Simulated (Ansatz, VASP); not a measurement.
# One calculation of WC (Qusongite), two programs

```xyz
2
Lattice="2.9065 0.0000 0.0000 -1.4532 2.5171 0.0000 0.0000 0.0000 2.8366" Properties=species:S:1:pos:R:3 pbc="T T T"
W     0.0000    0.0000    0.0000
C     1.4533    0.8390    1.4183
```

Alike in both runs: task single point; functional PBE; k mesh 10 × 10 × 9; occupations gaussian, width 0.022 eV; no spin polarisation.

```csv
,VASP,Ansatz
version,VASP 6.6.1,Ansatz 0.2.0
potentials or method,"VASP PAW PBE potentials, release 64 (W_sv, C)",Ansatz PAW
plane-wave cutoff (eV),520,420
valence electrons in the cell,18,18
```

VASP gave:

```
gap on the k mesh at the Fermi level (eV)       : none
pressure (GPa)                                  : 6.7
largest component of the traceless stress (GPa) : 0.44
```

Problem. Estimate Ansatz's values.

Solution. gap on the k mesh at the Fermi level (eV): none; pressure (GPa): 5.6; largest component of the traceless stress (GPa): 0.62.

A gap of «none» marks a metal or a gap that the smearing closes.

Caveats: the pressure holds a Pulay correction of +0.3 GPa for the finite cutoff (Ansatz). The runs have no spin-orbit coupling, so splittings on W are missing.
